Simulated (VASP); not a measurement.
# CdSe (Cadmoselite) (P6_3mc) in VASP: a series of runs

The runs below take CdSe (Cadmoselite) through single point, with RPBE, LDA.

Everything below comes from runs of VASP 6.6.1. Logs are shortened: lines on timing, memory, paths and dates and some standing lists are left out, and cuts for length are marked.

**Measured values to compare with.**

A printed reference work, data compilation reports, for a bulk crystal of CdSe at 2 K: band gap 1.841 eV.

The results are compared with them further down.

## Step 1: The cell of the first run

Symmetry: P6_3mc, No. 186, hexagonal system. Conventional cell: a = 4.300 Å, b = 4.300 Å, c = 7.020 Å, α = 90.00°, β = 90.00°, γ = 120.00°. Cd (site symmetry 3m) has 4 Se at 2.61 to 2.70 Å within 3.4 Å. Within 3.4 Å of Se (site symmetry 3m) lie 4 Cd at 2.61 to 2.70 Å.

## Step 2: Single point, RPBE

Contents of INCAR:

```
ALGO = Normal ; EDIFF = 1E-7
ENCUT = 520 ; GGA = RP
ISIF = 2 ; ISMEAR = 0
LASPH = T ; LCHARG = F
LREAL = F ; LWAVE = F
NBANDS = 26 ; NELM = 60
PREC = Accurate ; SIGMA = 0.01
```

Contents of KPOINTS:

```
k-points
0
Gamma
  6 6 4
```

Contents of POSCAR:

```
CdSe
1.0
    4.3000000000      0.0000000000      0.0000000000
   -2.1500000000      3.7239092400      0.0000000000
    0.0000000000      0.0000000000      7.0200000000
Cd Se
2 2
Direct
    0.3333333333      0.6666666667      0.0000000000
    0.6666666667      0.3333333333      0.5000000000
    0.3333333333      0.6666666667      0.3850000000
    0.6666666667      0.3333333333      0.8850000000
```

Potentials or basis: VASP PAW PBE potentials, release 64 (Cd, Se).

Run with:

```
> cat potpaw_PBE.64/Cd/POTCAR potpaw_PBE.64/Se/POTCAR > POTCAR
> mpirun -np 1 vasp_std > vasp.out
```

OUTCAR:

```text
EDIFF = 1E-7
   ENCUT = 520
   GGA = RP
   ISIF = 2
   ISMEAR = 0
   LASPH = T
   LREAL = F
   NELM = 60
   PREC = Accurate

 ion  position               nearest neighbor table
   1  0.333  0.667  0.000-   4 2.61   4 2.61   4 2.61   3 2.70
   2  0.667  0.333  0.500-   3 2.61   3 2.61   3 2.61   4 2.70
   3  0.333  0.667  0.385-   2 2.61   2 2.61   2 2.61   1 2.70
   4  0.667  0.333  0.885-   1 2.61   1 2.61   1 2.61   2 2.70

  LATTYP: Found a hexagonal cell.
 ALAT       =     4.3000000000
 C/A-ratio  =     1.6325581395

  Lattice vectors:

 A1 = (   4.3000000000,   0.0000000000,   0.0000000000)
 A2 = (  -2.1500000000,   3.7239092400,   0.0000000000)
 A3 = (   0.0000000000,   0.0000000000,   7.0200000000)

Analysis of symmetry for initial positions (statically):
=====================================================================
 Subroutine PRICEL returns:
 Original cell was already a primitive cell.

 Routine SETGRP: Setting up the symmetry group for a
 hexagonal supercell.

 Subroutine GETGRP returns: Found 12 space group operations
 (whereof  6 operations were pure point group operations)
 out of a pool of 24 trial point group operations.

The static configuration has the point symmetry C_3v.
 The point group associated with its full space group is C_6v.

Analysis of symmetry for dynamics (positions and initial velocities):
=====================================================================
 Subroutine PRICEL returns:
 Original cell was already a primitive cell.

 Routine SETGRP: Setting up the symmetry group for a
 hexagonal supercell.

 Subroutine GETGRP returns: Found 12 space group operations
 (whereof  6 operations were pure point group operations)
 out of a pool of 24 trial point group operations.

The dynamic configuration has the point symmetry C_3v.
 The point group associated with its full space group is C_6v.

 Subroutine INISYM returns: Found 12 space group operations
 (whereof  6 operations are pure point group operations),
 and found     1 'primitive' translations

----------------------------------------------------------------------------------------

                                     Primitive cell

  volume of cell :     112.4099

  direct lattice vectors                    reciprocal lattice vectors
     4.300000000  0.000000000  0.000000000     0.232558140  0.134267504  0.000000000
    -2.150000000  3.723909240  0.000000000     0.000000000  0.268535009  0.000000000
     0.000000000  0.000000000  7.020000000     0.000000000  0.000000000  0.142450142

  length of vectors
     4.300000000  4.300000003  7.020000000     0.268535009  0.268535009  0.142450142

  position of ions in fractional coordinates (direct lattice)
     0.333333333  0.666666667  0.000000000
     0.666666667  0.333333333  0.500000000
     0.333333333  0.666666667  0.385000000
     0.666666667  0.333333333  0.885000000

  ion indices of the primitive-cell ions
   primitive index   ion index
                 1           1
                 2           2
                 3           3
                 4           4

----------------------------------------------------------------------------------------

 KPOINTS: k-points

Automatic generation of k-mesh.
 Grid dimensions read from file:
 generate k-points for:    6    6    4

 Generating k-lattice:

  Cartesian coordinates                     Fractional coordinates (reciprocal lattice)
     0.038759690  0.022377917  0.000000000     0.166666667  0.000000000  0.000000000
     0.000000000  0.044755835  0.000000000     0.000000000  0.166666667  0.000000000
     0.000000000  0.000000000  0.035612536     0.000000000  0.000000000  0.250000000

  Length of vectors
     0.044755835  0.044755835  0.035612536

  Shift w.r.t. Gamma in fractional coordinates (k-lattice)
     0.000000000  0.000000000  0.000000000

 Subroutine IBZKPT returns following result:
 ===========================================

 Found     21 irreducible k-points:

 Following reciprocal coordinates:
            Coordinates               Weight
  0.000000  0.000000  0.000000      1.000000
  0.166667  0.000000  0.000000      6.000000
  0.333333  0.000000  0.000000      6.000000
  0.500000  0.000000  0.000000      3.000000
  0.166667  0.166667  0.000000      6.000000
  0.333333  0.166667  0.000000     12.000000
[... 13 lines left out ...]
  0.333333  0.166667  0.500000     12.000000
  0.333333  0.333333  0.500000      2.000000
   k-points           NKPTS =     21   k-points in BZ     NKDIM =     21   number of bands    NBANDS=     26
   number of dos      NEDOS =    301   number of ions     NIONS =      4
   total plane-waves  NPLWV =  55296
   dimension x,y,z NGX =    32 NGY =   32 NGZ =   54
   dimension x,y,z NGXF=    64 NGYF=   64 NGZF=  108
   ions per type =               2   2
   NGX,Y,Z   is equivalent  to a cutoff of  12.37, 12.37, 12.79 a.u.
   NGXF,Y,Z  is equivalent  to a cutoff of  24.74, 24.74, 25.58 a.u.
 SYSTEM =  unknown system
   PREC   = accura    normal or accurate (medium, high low for compatibility)
   ISTART =      0    job   : 0-new  1-cont  2-samecut
   ICHARG =      2    charge: 1-file 2-atom 10-const
   ISPIN  =      1    spin polarized calculation?
   LNONCOLLINEAR =      F non collinear calculations
   LSORBIT =      F    spin-orbit coupling
   LASPH  =      T    aspherical Exc in radial PAW
   ENCUT  =  520.0 eV  38.22 Ry    6.18 a.u.   8.00  8.00 13.05*2*pi/ulx,y,z
   NELM   =     60;   NELMIN=  2; NELMDL= -5     # of ELM steps
   EDIFF  = 0.1E-06   stopping-criterion for ELM
   LREAL  =      F    real-space projection
   EDIFFG = 0.1E-05   stopping-criterion for IOM
   NSW    =      0    number of steps for IOM
   IBRION =     -1    ionic relax: 0-MD 1-quasi-New 2-CG
   NFREE  =      0    steps in history (QN), initial steepest desc. (CG)
   ISIF   =      2    stress and relaxation
   ISYM   =      2    0-nonsym 1-usesym 2-fastsym
   POTIM  = 0.5000    time-step for ionic-motion
   TEBEG  =    0.0;   TEEND  =   0.0 temperature during run
   PSTRESS=    0.0 pullay stress
   NELECT =      36.0000    total number of electrons
   NUPDOWN=      -1.0000    fix difference up-down
   EMIN   =  10.00;   EMAX   =-10.00  energy-range for DOS
   EFERMI =   0.00;   METHOD = LEGACY
   ISMEAR =     0;   SIGMA  =   0.01  broadening in eV -4-tet -1-fermi 0-gaus
   EFERMI_NEDOS =   21; number of points for ismear=-14 and -15
   IALGO  =     38    algorithm
   IMIX   =      4    mixing-type and parameters
     AMIX     =   0.40;   BMIX     =  1.00
     AMIX_MAG =   1.60;   BMIX_MAG =  1.00
  volume/ion in A,a.u.               =      28.10       189.64
  Fermi-wavevector in a.u.,A,eV,Ry     =   1.120059  2.116604 17.068937  1.254531
  Thomas-Fermi vector in A             =   2.256702
   LORBIT       =      0    0 simple, 1 ext, 2 COOP (PROOUT), +10 PAW based schemes
   GGA     = RP    functional components
   LHFCALC =     F    Hartree Fock is set to
   AEXX    =    0.0000 exact exchange contribution
   IVDW    =     0    specifies the selected vdW correction
   LEPSILON=     F    determine dielectric tensor
   LRPA    =     F    only Hartree local field effects (RPA)
 non-spin polarized calculation
 Gauss-broadening in eV      SIGMA  =   0.01
  energy-cutoff  :      520.00
  volume of cell :      112.41
 maximum number of plane-waves:      3042
 NGX is ok and might be reduce to    32
   NGX = 15   NGY = 15   NGZ = 27

 number of electron      35.9999998 magnetization

 Free energy of the ion-electron system (eV)
  ---------------------------------------------------
  ext. energy  EPLUGINS =         0.00000000
  ---------------------------------------------------
  free energy    TOTEN  =        -9.54837954 eV

  energy without entropy =       -9.54837954  energy(sigma->0) =       -9.54837954

 E-fermi :   1.1613     XC(G=0):  -8.6457

 val. band max:        1.0591117010   @ k =   0.0000   0.0000   0.0000
 cond. band min:       1.9341001080   @ k =   0.0000   0.0000   0.0000
 fundamental gap:      0.8749884071
 Fermi energy:         1.1613477049

 k-point     1 :       0.0000    0.0000    0.0000
  band No.  band energies     occupation
      1     -11.4883      2.00000
      2     -11.1282      2.00000
      3      -6.8812      2.00000
      4      -6.8812      2.00000
      5      -6.8257      2.00000
      6      -6.8257      2.00000
[... 18 lines left out ...]
     25       8.1154      0.00000
     26       8.9984      0.00000

 k-point     2 :       0.1667    0.0000    0.0000
  band No.  band energies     occupation
      1     -11.4052      2.00000
      2     -11.0886      2.00000
      3      -6.8471      2.00000
      4      -6.8318      2.00000
      5      -6.7840      2.00000
      6      -6.7820      2.00000
[... 18 lines left out ...]
     25       8.5125      0.00000
     26       8.7697      0.00000

 k-point     3 :       0.3333    0.0000    0.0000
  band No.  band energies     occupation
      1     -11.2251      2.00000
      2     -11.0207      2.00000
      3      -6.7891      2.00000
      4      -6.7798      2.00000
      5      -6.6944      2.00000
      6      -6.6628      2.00000
[... 18 lines left out ...]
     25       9.0550      0.00000
     26       9.3831      0.00000

 k-point     4 :       0.5000    0.0000    0.0000
  band No.  band energies     occupation
      1     -11.1179      2.00000
      2     -11.0029      2.00000
      3      -6.7679      2.00000
      4      -6.7675      2.00000
      5      -6.6524      2.00000
      6      -6.5966      2.00000
[... 18 lines left out ...]
     25       9.1312      0.00000
     26      10.8428      0.00000
[... 409 lines left out ...]
      1     -11.1491      2.00000
      2     -11.1491      2.00000
      3      -6.7700      2.00000
      4      -6.7700      2.00000
      5      -6.7396      2.00000
      6      -6.7396      2.00000
[... 18 lines left out ...]
     25       8.7483      0.00000
     26       8.7483      0.00000

 k-point    20 :       0.3333    0.1667    0.5000
  band No.  band energies     occupation
      1     -11.0543      2.00000
      2     -11.0543      2.00000
      3      -6.7236      2.00000
      4      -6.7236      2.00000
      5      -6.7042      2.00000
      6      -6.7042      2.00000
[... 18 lines left out ...]
     25       9.1764      0.00000
     26       9.1764      0.00000

 k-point    21 :       0.3333    0.3333    0.5000
  band No.  band energies     occupation
      1     -11.0235      2.00000
      2     -11.0235      2.00000
      3      -6.7044      2.00000
      4      -6.7044      2.00000
      5      -6.6926      2.00000
      6      -6.6926      2.00000
[... 18 lines left out ...]
     25       9.9227      0.00000
     26       9.9227      0.00000

------------------------ aborting loop because EDIFF is reached ----------------------------------------

  FORCE on cell =-STRESS in cart. coord.  units (eV):
  Direction    XX          YY          ZZ          XY          YZ          ZX
  --------------------------------------------------------------------------------------
  -------------------------------------------------------------------------------------
  Total        4.2625228      4.2625228      2.6901020      0.0000000      0.0000000      0.0000000
  in kB       60.7536868     60.7536869     38.3419925      0.0000000      0.0000000      0.0000000
  external PRESSURE =      53.2831221 kB  Pullay stress =       0.0000000 kB

 VOLUME and BASIS-vectors are now :
 -----------------------------------------------------------------------------
  energy-cutoff  :      520.00
  volume of cell :      112.41
      direct lattice vectors                 reciprocal lattice vectors
     4.300000000  0.000000000  0.000000000     0.232558140  0.134267504  0.000000000
    -2.150000000  3.723909240  0.000000000     0.000000000  0.268535009  0.000000000
     0.000000000  0.000000000  7.020000000     0.000000000  0.000000000  0.142450142

 POSITION                                       TOTAL-FORCE (eV/Angst)
 -----------------------------------------------------------------------------------
     -0.00000      2.48261      0.00000         0.000000      0.000000      0.297997
      2.15000      1.24130      3.51000        -0.000000     -0.000000      0.297997
     -0.00000      2.48261      2.70270         0.000000     -0.000000     -0.297997
      2.15000      1.24130      6.21270        -0.000000      0.000000     -0.297997
 -----------------------------------------------------------------------------------
    total drift:                               -0.000000     -0.000000      0.000111

  FREE ENERGIE OF THE ION-ELECTRON SYSTEM (eV)
  ---------------------------------------------------
  free  energy   TOTEN  =        -9.5483795382 eV

  energy  without entropy=       -9.5483795382  energy(sigma->0) =       -9.54837954
```

Run time: 2.6 min. Hardware: 1 thread of AMD EPYC 7R13 (Zen 3), shared host; peak memory 0.21 GiB.

Results:

```yaml
Free_energy: -9.5484 eV
Pressure: 5.3 GPa
Largest_force: 0.298 eV/Å
Band_gap_on_the_k_mesh: 0.88 eV, direct
```

Forces in eV/Å, atoms in the order of the input:
```
Cd   0.000  0.000  0.298
Cd   0.000  0.000  0.298
Se   0.000  0.000 -0.298
Se   0.000  0.000 -0.298
```

Stress tensor (GPa, compression positive):
```
6.08 0.00 0.00
0.00 6.08 0.00
0.00 0.00 3.83
```

Caveat: the PAW data sets were made with another functional, which shifts forces and pressure a little.

## Step 3: Single point, LDA

Contents of INCAR:

```
SYSTEM = CdSe
PREC = Accurate
ENCUT = 520
EDIFF = 1E-6
ISMEAR = 0
SIGMA = 0.01
LREAL = .False.
LASPH = .True.
NELM = 60
ALGO = Normal
ISIF = 2
LWAVE = .False.
LCHARG = .True.
GGA = CA
LELF = .True.
LVHAR = .True.
NBANDS = 26
```

Contents of KPOINTS:

```
Automatic mesh
0
Gamma
  6 6 4
  0 0 0
```

POSCAR is that of step 2.

Potentials or basis: VASP PAW LDA potentials, release 64 (Cd, Se).

Run with:

```
> cat potpaw_LDA.64/Cd/POTCAR potpaw_LDA.64/Se/POTCAR > POTCAR
> mpirun -np 1 vasp_std > vasp.out
```

OUTCAR:

```text
SYSTEM = CdSe
   PREC = Accurate
   ENCUT = 520
   EDIFF = 1E-6
   ISMEAR = 0
   LREAL = .False.
   LASPH = .True.
   NELM = 60
   ISIF = 2
   GGA = CA

 ion  position               nearest neighbor table
   1  0.333  0.667  0.000-   4 2.61   4 2.61   4 2.61   3 2.70
   2  0.667  0.333  0.500-   3 2.61   3 2.61   3 2.61   4 2.70
   3  0.333  0.667  0.385-   2 2.61   2 2.61   2 2.61   1 2.70
   4  0.667  0.333  0.885-   1 2.61   1 2.61   1 2.61   2 2.70

  LATTYP: Found a hexagonal cell.
 ALAT       =     4.3000000000
 C/A-ratio  =     1.6325581395
[... 803 lines left out ...]
  Direction    XX          YY          ZZ          XY          YZ          ZX
  --------------------------------------------------------------------------------------
  -------------------------------------------------------------------------------------
  Total       -0.5560260     -0.5560260     -1.7614009      0.0000000      0.0000000      0.0000000
  in kB       -7.9250320     -7.9250320    -25.1052269      0.0000000      0.0000000      0.0000000
  external PRESSURE =     -13.6517636 kB  Pullay stress =       0.0000000 kB

 VOLUME and BASIS-vectors are now :
 -----------------------------------------------------------------------------
  energy-cutoff  :      520.00
  volume of cell :      112.41
      direct lattice vectors                 reciprocal lattice vectors
     4.300000000  0.000000000  0.000000000     0.232558140  0.134267504  0.000000000
    -2.150000000  3.723909240  0.000000000     0.000000000  0.268535009  0.000000000
     0.000000000  0.000000000  7.020000000     0.000000000  0.000000000  0.142450142

 POSITION                                       TOTAL-FORCE (eV/Angst)
 -----------------------------------------------------------------------------------
     -0.00000      2.48261      0.00000        -0.000000      0.000000      0.266555
      2.15000      1.24130      3.51000         0.000000     -0.000000      0.266555
     -0.00000      2.48261      2.70270        -0.000000     -0.000000     -0.266555
      2.15000      1.24130      6.21270         0.000000      0.000000     -0.266555
 -----------------------------------------------------------------------------------
    total drift:                               -0.000000      0.000000      0.000130

  FREE ENERGIE OF THE ION-ELECTRON SYSTEM (eV)
  ---------------------------------------------------
  free  energy   TOTEN  =       -13.4816228957 eV

  energy  without entropy=      -13.4816228957  energy(sigma->0) =      -13.48162290
```

OSZICAR:

```text
N       E                     dE             d eps       ncg     rms          rms(c)
DAV:   1     0.240695159714E+03    0.24070E+03   -0.16953E+04  1092   0.125E+03
DAV:   2    -0.720866680277E+00   -0.24142E+03   -0.23338E+03  1176   0.309E+02
DAV:   3    -0.141092943263E+02   -0.13388E+02   -0.13307E+02  1316   0.727E+01
DAV:   4    -0.142319399979E+02   -0.12265E+00   -0.12251E+00  1206   0.642E+00
DAV:   5    -0.142326681468E+02   -0.72815E-03   -0.72812E-03  1264   0.484E-01    0.885E+00
DAV:   6    -0.135352691584E+02    0.69740E+00   -0.12044E+00  1396   0.113E+01    0.689E+00
DAV:   7    -0.134901063625E+02    0.45163E-01   -0.45418E-01  1158   0.352E+00    0.254E+00
DAV:   8    -0.134824303252E+02    0.76760E-02   -0.55402E-02  1130   0.234E+00    0.349E-01
DAV:   9    -0.134817074899E+02    0.72284E-03   -0.71638E-03  1190   0.991E-01    0.919E-02
DAV:  10    -0.134816091621E+02    0.98328E-04   -0.55250E-04  1174   0.272E-01    0.470E-02
DAV:  11    -0.134816282526E+02   -0.19091E-04   -0.10234E-04  1142   0.720E-02    0.169E-02
DAV:  12    -0.134816224655E+02    0.57871E-05   -0.32060E-05  1186   0.618E-02    0.760E-03
DAV:  13    -0.134816228957E+02   -0.43022E-06   -0.33270E-06  1124   0.116E-02
   1 F= -.13481623E+02 E0= -.13481623E+02  d E =-.133255E-38
```

It used 120 s of CPU time on 1 thread of AMD EPYC 7R13 Processor (Zen 3) (shared host).

Results:

- Free energy: -13.4816 eV
- Pressure: -1.4 GPa
- Largest force: 0.267 eV/Å
- Band gap on the k mesh: 0.46 eV, direct

Forces on the atoms (eV/Å):
```
Cd   0.000  0.000  0.267
Cd   0.000  0.000  0.267
Se   0.000  0.000 -0.267
Se   0.000  0.000 -0.267
```

Stress tensor (GPa, compression positive):
```
-0.79  0.00  0.00
 0.00 -0.79  0.00
 0.00  0.00 -2.51
```

## Step 4: Comparison with measurements

Step 3. Measured gap of CdSe: 1.841 eV (2 K; a printed reference work, data compilation). This calculation gives 0.46 eV (-1.38 eV). So large a miss can be the level of theory's own, or it may mean another phase, state or a wrong row. Spin-orbit coupling on Cd, Se is left out. The value is that of LDA, without temperature or zero-point motion. Semilocal functionals fall short of measured gaps as a rule.
